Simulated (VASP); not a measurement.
# CdS (F-43m) in VASP: further runs

One crystal, CdS, is run at these levels: PBEsol, r2SCAN; tasks: band structure.

Program: VASP 6.6.1. These are calculated values, not measurements. Logs are shortened: lines on timing, memory, paths and dates and some standing lists are left out, and cuts for length are marked.

## Step 1: The crystal as given

Symmetry: F-43m, No. 216, cubic system. The conventional cell has a = 5.836 Å, b = 5.836 Å, c = 5.836 Å, α = 90.00°, β = 90.00°, γ = 90.00°. Cd (site symmetry -43m) has 4 S at 2.53 Å as nearest neighbours. S (site symmetry -43m) is surrounded by 4 Cd at 2.53 Å.

The cell is a database's computed one.

## Step 2: Band structure, PBEsol

File POSCAR:

```
CdS
1.0
    0.0000000000      2.9178400000      2.9178400000
    2.9178400000      0.0000000000      2.9178400000
    2.9178400000      2.9178400000      0.0000000000
Cd S
1 1
Direct
    0.0000000000      0.0000000000      0.0000000000
    0.7500000000      0.7500000000      0.7500000000
```

File INCAR.step1:

```
PREC     = Accurate       # precision mode
ENCUT    = 520            # plane-wave cutoff, eV
EDIFF    = 1E-6           # SCF threshold, eV
ISMEAR   = 0              # smearing method
SIGMA    = 0.02           # smearing width, eV
LREAL    = F              # projectors in reciprocal space
LASPH    = T              # aspherical terms in the spheres
NELM     = 60             # most SCF steps
ALGO     = Normal         # electronic algorithm
ISIF     = 2              # what is computed and relaxed
LWAVE    = F              # write WAVECAR
LCHARG   = T              # write CHGCAR
GGA      = PS             # functional
NBANDS   = 16             # bands
```

File KPOINTS.step1:

```
Automatic mesh
0
Gamma
  8 8 8
```

File INCAR.step2:

```
PREC     = Accurate       # precision mode
ENCUT    = 520            # plane-wave cutoff, eV
EDIFF    = 1E-6           # SCF threshold, eV
ISMEAR   = 0              # smearing method
SIGMA    = 0.05           # smearing width, eV
LREAL    = F              # projectors in reciprocal space
LASPH    = T              # aspherical terms in the spheres
NELM     = 60             # most SCF steps
ALGO     = Normal         # electronic algorithm
ISIF     = 2              # what is computed and relaxed
LWAVE    = F              # write WAVECAR
LCHARG   = F              # write CHGCAR
GGA      = PS             # functional
NBANDS   = 16             # bands
ICHARG   = 11             # starting density
```

File KPOINTS.step2:

```
path GXWKGLUWLK,UX
15
line-mode
reciprocal
 0.0000000000  0.0000000000  0.0000000000  G
 0.5000000000  0.0000000000  0.5000000000  X

 0.5000000000  0.0000000000  0.5000000000  X
 0.5000000000  0.2500000000  0.7500000000  W

 0.5000000000  0.2500000000  0.7500000000  W
 0.3750000000  0.3750000000  0.7500000000  K

 0.3750000000  0.3750000000  0.7500000000  K
 0.0000000000  0.0000000000  0.0000000000  G

 0.0000000000  0.0000000000  0.0000000000  G
 0.5000000000  0.5000000000  0.5000000000  L

 0.5000000000  0.5000000000  0.5000000000  L
 0.6250000000  0.2500000000  0.6250000000  U

 0.6250000000  0.2500000000  0.6250000000  U
 0.5000000000  0.2500000000  0.7500000000  W

 0.5000000000  0.2500000000  0.7500000000  W
 0.5000000000  0.5000000000  0.5000000000  L

 0.5000000000  0.5000000000  0.5000000000  L
 0.3750000000  0.3750000000  0.7500000000  K

 0.6250000000  0.2500000000  0.6250000000  U
 0.5000000000  0.0000000000  0.5000000000  X
```

Potentials or basis: VASP PAW PBE potentials, release 64 (Cd, S).

Command:

```console
$ cat potpaw_PBE.64/Cd/POTCAR potpaw_PBE.64/S/POTCAR > POTCAR
$ cp INCAR.step1 INCAR
$ cp KPOINTS.step1 KPOINTS
$ mpirun -np 1 vasp_std > vasp.out
$ cp INCAR.step2 INCAR
$ cp KPOINTS.step2 KPOINTS
$ mpirun -np 1 vasp_std > vasp.out
```

OUTCAR:

```text
PREC = Accurate
   ENCUT = 520
   EDIFF = 1E-6
   ISMEAR = 0
   LREAL = F
   LASPH = T
   NELM = 60
   ISIF = 2
   GGA = PS
   ICHARG = 11

 ion  position               nearest neighbor table
   1  0.000  0.000  0.000-   2 2.53   2 2.53   2 2.53   2 2.53
   2  0.750  0.750  0.750-   1 2.53   1 2.53   1 2.53   1 2.53

  LATTYP: Found a face centered cubic cell.
 ALAT       =     5.8356800000

  Lattice vectors:

 A1 = (   0.0000000000,   2.9178400000,   2.9178400000)
 A2 = (   2.9178400000,   0.0000000000,   2.9178400000)
 A3 = (   2.9178400000,   2.9178400000,   0.0000000000)

Analysis of symmetry for initial positions (statically):
=====================================================================
 Subroutine PRICEL returns:
 Original cell was already a primitive cell.

 Routine SETGRP: Setting up the symmetry group for a
 face centered cubic supercell.

 Subroutine GETGRP returns: Found 24 space group operations
 (whereof 24 operations were pure point group operations)
 out of a pool of 48 trial point group operations.

The static configuration has the point symmetry T_d .

Analysis of symmetry for dynamics (positions and initial velocities):
=====================================================================
 Subroutine PRICEL returns:
 Original cell was already a primitive cell.

 Routine SETGRP: Setting up the symmetry group for a
 face centered cubic supercell.

 Subroutine GETGRP returns: Found 24 space group operations
 (whereof 24 operations were pure point group operations)
 out of a pool of 48 trial point group operations.

The dynamic configuration has the point symmetry T_d .

 Subroutine INISYM returns: Found 24 space group operations
 (whereof 24 operations are pure point group operations),
 and found     1 'primitive' translations

----------------------------------------------------------------------------------------

                                     Primitive cell

  volume of cell :      49.6838

  direct lattice vectors                    reciprocal lattice vectors
     0.000000000  2.917840000  2.917840000    -0.171359636  0.171359636  0.171359636
     2.917840000  0.000000000  2.917840000     0.171359636 -0.171359636  0.171359636
     2.917840000  2.917840000  0.000000000     0.171359636  0.171359636 -0.171359636

  length of vectors
     4.126448901  4.126448901  4.126448901     0.296803596  0.296803596  0.296803596

  position of ions in fractional coordinates (direct lattice)
     0.000000000  0.000000000  0.000000000
     0.750000000  0.750000000  0.750000000

  ion indices of the primitive-cell ions
   primitive index   ion index
                 1           1
                 2           2

----------------------------------------------------------------------------------------

 KPOINTS: path GXWKGLUWLK,UX

Interpolating k-points between supplied coordinates.

 Line segments in fractional coordinates (reciprocal lattice):
    0.000000  0.000000  0.000000  ...  0.500000  0.000000  0.500000
    0.500000  0.000000  0.500000  ...  0.500000  0.250000  0.750000
    0.500000  0.250000  0.750000  ...  0.375000  0.375000  0.750000
    0.375000  0.375000  0.750000  ...  0.000000  0.000000  0.000000
    0.000000  0.000000  0.000000  ...  0.500000  0.500000  0.500000
    0.500000  0.500000  0.500000  ...  0.625000  0.250000  0.625000
    0.625000  0.250000  0.625000  ...  0.500000  0.250000  0.750000
    0.500000  0.250000  0.750000  ...  0.500000  0.500000  0.500000
    0.500000  0.500000  0.500000  ...  0.375000  0.375000  0.750000
    0.625000  0.250000  0.625000  ...  0.500000  0.000000  0.500000

 Generated    15 points on each line segment, for a total of    150 k-points:

 Following reciprocal coordinates:
            Coordinates               Weight
  0.000000  0.000000  0.000000      0.006667
  0.035714  0.000000  0.035714      0.006667
  0.071429  0.000000  0.071429      0.006667
  0.107143  0.000000  0.107143      0.006667
  0.142857  0.000000  0.142857      0.006667
  0.178571  0.000000  0.178571      0.006667
[... 16 lines left out ...]
  0.500000  0.125000  0.625000      0.006667
  0.500000  0.142857  0.642857      0.006667
 [... further k-points ...]
   k-points           NKPTS =    150   k-points in BZ     NKDIM =    150   number of bands    NBANDS=     16
   number of dos      NEDOS =    301   number of ions     NIONS =      2
   total plane-waves  NPLWV =  32768
   dimension x,y,z NGX =    32 NGY =   32 NGZ =   32
   dimension x,y,z NGXF=    64 NGYF=   64 NGZF=   64
   ions per type =               1   1
   NGX,Y,Z   is equivalent  to a cutoff of  12.89, 12.89, 12.89 a.u.
   NGXF,Y,Z  is equivalent  to a cutoff of  25.78, 25.78, 25.78 a.u.
 SYSTEM =  unknown system
   PREC   = accura    normal or accurate (medium, high low for compatibility)
   ISTART =      0    job   : 0-new  1-cont  2-samecut
   ICHARG =     11    charge: 1-file 2-atom 10-const
   ISPIN  =      1    spin polarized calculation?
[... 57 lines left out ...]
 cond. band min:       2.2053277545   @ k =   0.0000   0.0000   0.0000
 fundamental gap:      1.0060364844
 Fermi energy:         1.5047084099

 k-point     1 :       0.0000    0.0000    0.0000
  band No.  band energies     occupation
      1     -11.1761      2.00000
      2      -6.5248      2.00000
      3      -6.5248      2.00000
      4      -6.5248      2.00000
      5      -6.0356      2.00000
      6      -6.0356      2.00000
[... 8 lines left out ...]
     15      12.6440      0.00000
     16      12.6440      0.00000

 k-point     2 :       0.0357    0.0000    0.0357
  band No.  band energies     occupation
      1     -11.1688      2.00000
      2      -6.5216      2.00000
      3      -6.5210      2.00000
      4      -6.5210      2.00000
      5      -6.0371      2.00000
      6      -6.0345      2.00000
[... 8 lines left out ...]
     15      12.5262      0.00000
     16      12.6525      0.00000

 k-point     3 :       0.0714    0.0000    0.0714
  band No.  band energies     occupation
      1     -11.1474      2.00000
      2      -6.5118      2.00000
      3      -6.5100      2.00000
      4      -6.5100      2.00000
      5      -6.0416      2.00000
      6      -6.0312      2.00000
[... 8 lines left out ...]
     15      12.6779      0.00000
     16      12.8505      0.00000

 k-point     4 :       0.1071    0.0000    0.1071
  band No.  band energies     occupation
      1     -11.1130      2.00000
      2      -6.4948      2.00000
      3      -6.4918      2.00000
      4      -6.4918      2.00000
      5      -6.0484      2.00000
      6      -6.0260      2.00000
[... 8 lines left out ...]
     15      12.7197      0.00000
     16      13.3464      0.00000

 k-point     5 :       0.1429    0.0000    0.1429
  band No.  band energies     occupation
      1     -11.0671      2.00000
      2      -6.4699      2.00000
      3      -6.4672      2.00000
      4      -6.4672      2.00000
      5      -6.0563      2.00000
      6      -6.0190      2.00000
[... 8 lines left out ...]
     15      12.7771      0.00000
     16      13.9614      0.00000

 k-point     6 :       0.1786    0.0000    0.1786
  band No.  band energies     occupation
      1     -11.0122      2.00000
      2      -6.4370      2.00000
      3      -6.4369      2.00000
      4      -6.4369      2.00000
      5      -6.0633      2.00000
      6      -6.0107      2.00000
[... 8 lines left out ...]
     15      12.8489      0.00000
     16      14.6434      0.00000
[... 267 lines left out ...]
 k-point    21 :       0.5000    0.0893    0.5893
  band No.  band energies     occupation
      1     -10.6043      2.00000
      2      -6.3043      2.00000
      3      -6.2047      2.00000
      4      -6.1560      2.00000
      5      -5.9610      2.00000
      6      -5.5384      2.00000
[... 8 lines left out ...]
     15      14.0260      0.00000
     16      14.5959      0.00000

 k-point    22 :       0.5000    0.1071    0.6071
  band No.  band energies     occupation
      1     -10.6045      2.00000
      2      -6.3020      2.00000
      3      -6.2158      2.00000
      4      -6.1490      2.00000
      5      -5.9670      2.00000
      6      -5.5177      2.00000
[... 8 lines left out ...]
     15      14.1253      0.00000
     16      14.5428      0.00000

 k-point    23 :       0.5000    0.1250    0.6250
  band No.  band energies     occupation
      1     -10.6047      2.00000
      2      -6.2996      2.00000
      3      -6.2268      2.00000
      4      -6.1409      2.00000
      5      -5.9740      2.00000
      6      -5.4965      2.00000
[... 8 lines left out ...]
     15      14.2129      0.00000
     16      14.5037      0.00000

 k-point    24 :       0.5000    0.1429    0.6429
  band No.  band energies     occupation
      1     -10.6049      2.00000
      2      -6.2975      2.00000
      3      -6.2372      2.00000
      4      -6.1316      2.00000
      5      -5.9819      2.00000
      6      -5.4756      2.00000
[... 8 lines left out ...]
     15      14.2905      0.00000
     16      14.4606      0.00000

 [... further k-points ...]

------------------------ aborting loop because EDIFF is reached ----------------------------------------

  FORCE on cell =-STRESS in cart. coord.  units (eV):
  Direction    XX          YY          ZZ          XY          YZ          ZX
  --------------------------------------------------------------------------------------
  -------------------------------------------------------------------------------------
  Total       -0.6488558     -0.6488558     -0.6488558      0.0000000     -0.0000000     -0.0000000
  in kB      -20.9239835    -20.9239835    -20.9239835      0.0000000     -0.0000000     -0.0000000
  external PRESSURE =     -20.9239835 kB  Pullay stress =       0.0000000 kB

 VOLUME and BASIS-vectors are now :
 -----------------------------------------------------------------------------
  energy-cutoff  :      520.00
  volume of cell :       49.68
      direct lattice vectors                 reciprocal lattice vectors
     0.000000000  2.917840000  2.917840000    -0.171359636  0.171359636  0.171359636
     2.917840000  0.000000000  2.917840000     0.171359636 -0.171359636  0.171359636
     2.917840000  2.917840000  0.000000000     0.171359636  0.171359636 -0.171359636

 POSITION                                       TOTAL-FORCE (eV/Angst)
 -----------------------------------------------------------------------------------
      0.00000      0.00000      0.00000        -0.000000     -0.000000     -0.000000
      4.37676      4.37676      4.37676         0.000000      0.000000      0.000000
 -----------------------------------------------------------------------------------
    total drift:                                0.000000      0.000000      0.000000

  FREE ENERGIE OF THE ION-ELECTRON SYSTEM (eV)
  ---------------------------------------------------
  free  energy   TOTEN  =        -7.0528378359 eV

  energy  without entropy=       -7.0528378359  energy(sigma->0) =       -7.05283784
```

Wall time 25 s (1 thread of Intel Xeon 6975P-C (Granite Rapids), shared host); peak memory 0.24 GiB.

Results:

* Band gap on the k mesh: 1.01 eV, direct
* Band gap along the path: 1.01 eV, direct

Levels at the corners of the path, in eV from the valence-band top:
```tsv
point	band 7	band 8	band 9	band 10	band 11	band 12
Γ	0.00	0.00	0.00	1.01	6.45	6.45
X	-4.01	-1.91	-1.91	3.39	4.25	9.07
X	-4.01	-1.91	-1.91	3.39	4.25	9.07
W	-3.96	-2.31	-2.23	5.31	5.37	7.12
W	-3.96	-2.31	-2.23	5.31	5.37	7.12
K	-3.99	-2.58	-1.55	4.10	5.37	8.35
K	-3.99	-2.58	-1.55	4.10	5.37	8.35
Γ	0.00	0.00	0.00	1.01	6.45	6.45
Γ	0.00	0.00	0.00	1.01	6.45	6.45
L	-4.47	-0.76	-0.76	2.89	6.91	6.91
L	-4.47	-0.76	-0.76	2.89	6.91	6.91
U	-3.99	-2.58	-1.55	4.10	5.37	8.35
U	-3.99	-2.58	-1.55	4.10	5.37	8.35
W	-3.96	-2.31	-2.23	5.31	5.37	7.12
W	-3.96	-2.31	-2.23	5.31	5.37	7.12
L	-4.47	-0.76	-0.76	2.89	6.91	6.91
L	-4.47	-0.76	-0.76	2.89	6.91	6.91
K	-3.99	-2.58	-1.55	4.10	5.37	8.35
U	-3.99	-2.58	-1.55	4.10	5.37	8.35
X	-4.01	-1.91	-1.91	3.39	4.25	9.07
```

Caveat: the log is that of the step along the path at fixed density, whose energy, stress, charges and moments have no meaning; the PAW data sets were made with another functional, which shifts forces and pressure a little. Expect the measured gap to be larger: semilocal functionals such as PBEsol lack the derivative discontinuity.

## Step 3: Band structure, r2SCAN

File INCAR:

```
PREC     = Accurate       # precision mode
ENCUT    = 520            # plane-wave cutoff, eV
EDIFF    = 1E-6           # SCF threshold, eV
ISMEAR   = 0              # smearing method
SIGMA    = 0.02           # smearing width, eV
LREAL    = F              # projectors in reciprocal space
LASPH    = T              # aspherical terms in the spheres
NELM     = 60             # most SCF steps
ALGO     = Normal         # electronic algorithm
ISIF     = 2              # what is computed and relaxed
LWAVE    = F              # write WAVECAR
LCHARG   = F              # write CHGCAR
METAGGA  = R2SCAN         # meta-GGA
LMIXTAU  = T            
NBANDS   = 16             # bands
```

File KPOINTS:

```
Automatic mesh
0
Gamma
  8 8 8
```

POSCAR is that of step 2.

File KPOINTS_OPT:

```
path GXWKGLUWLK,UX
15
line-mode
reciprocal
 0.0000000000  0.0000000000  0.0000000000  G
 0.5000000000  0.0000000000  0.5000000000  X

 0.5000000000  0.0000000000  0.5000000000  X
 0.5000000000  0.2500000000  0.7500000000  W

 0.5000000000  0.2500000000  0.7500000000  W
 0.3750000000  0.3750000000  0.7500000000  K

 0.3750000000  0.3750000000  0.7500000000  K
 0.0000000000  0.0000000000  0.0000000000  G

 0.0000000000  0.0000000000  0.0000000000  G
 0.5000000000  0.5000000000  0.5000000000  L

 0.5000000000  0.5000000000  0.5000000000  L
 0.6250000000  0.2500000000  0.6250000000  U

 0.6250000000  0.2500000000  0.6250000000  U
 0.5000000000  0.2500000000  0.7500000000  W

 0.5000000000  0.2500000000  0.7500000000  W
 0.5000000000  0.5000000000  0.5000000000  L

 0.5000000000  0.5000000000  0.5000000000  L
 0.3750000000  0.3750000000  0.7500000000  K

 0.6250000000  0.2500000000  0.6250000000  U
 0.5000000000  0.0000000000  0.5000000000  X
```

Potentials or basis: VASP PAW PBE potentials, release 64 (Cd, S).

Command:

```console
$ cat potpaw_PBE.64/Cd/POTCAR potpaw_PBE.64/S/POTCAR > POTCAR
$ mpirun -np 1 vasp_std > vasp.out
```

It took 87 s on 1 thread of Intel Xeon 6975P-C (Granite Rapids), shared host; peak memory 0.19 GiB.

It converged, with:

```yaml
Free_energy: -29.6790 eV
Pressure: 1.7 GPa
Band_gap_on_the_k_mesh: 1.59 eV, direct
Band_gap_along_the_path: 1.59 eV, direct
```

Levels at the corners of the path, in eV from the valence-band top:
```csv
point,band 6,band 7,band 8,band 9,band 10,band 11,band 12,band 13
Γ,-7.45,0.00,0.00,0.00,1.59,7.07,7.07,7.07
X,-7.00,-3.97,-1.92,-1.92,3.84,4.75,9.79,11.54
X,-7.00,-3.97,-1.92,-1.92,3.84,4.75,9.79,11.54
W,-6.81,-3.91,-2.31,-2.25,5.73,5.96,7.81,8.45
W,-6.81,-3.91,-2.31,-2.25,5.73,5.96,7.81,8.45
K,-6.87,-3.95,-2.59,-1.56,4.60,5.89,8.97,9.64
K,-6.87,-3.95,-2.59,-1.56,4.60,5.89,8.97,9.64
Γ,-7.45,0.00,0.00,0.00,1.59,7.07,7.07,7.07
Γ,-7.45,0.00,0.00,0.00,1.59,7.07,7.07,7.07
L,-7.07,-4.46,-0.77,-0.77,3.47,7.48,7.48,7.90
L,-7.07,-4.46,-0.77,-0.77,3.47,7.48,7.48,7.90
U,-6.87,-3.95,-2.59,-1.56,4.60,5.89,8.97,9.64
U,-6.87,-3.95,-2.59,-1.56,4.60,5.89,8.97,9.64
W,-6.81,-3.91,-2.31,-2.25,5.73,5.96,7.81,8.45
W,-6.81,-3.91,-2.31,-2.25,5.73,5.96,7.81,8.45
L,-7.07,-4.46,-0.77,-0.77,3.47,7.48,7.48,7.90
L,-7.07,-4.46,-0.77,-0.77,3.47,7.48,7.48,7.90
K,-6.87,-3.95,-2.59,-1.56,4.60,5.89,8.97,9.64
U,-6.87,-3.95,-2.59,-1.56,4.60,5.89,8.97,9.64
X,-7.00,-3.97,-1.92,-1.92,3.84,4.75,9.79,11.54
```

Caveat: the PAW data sets were made with another functional, which shifts forces and pressure a little.
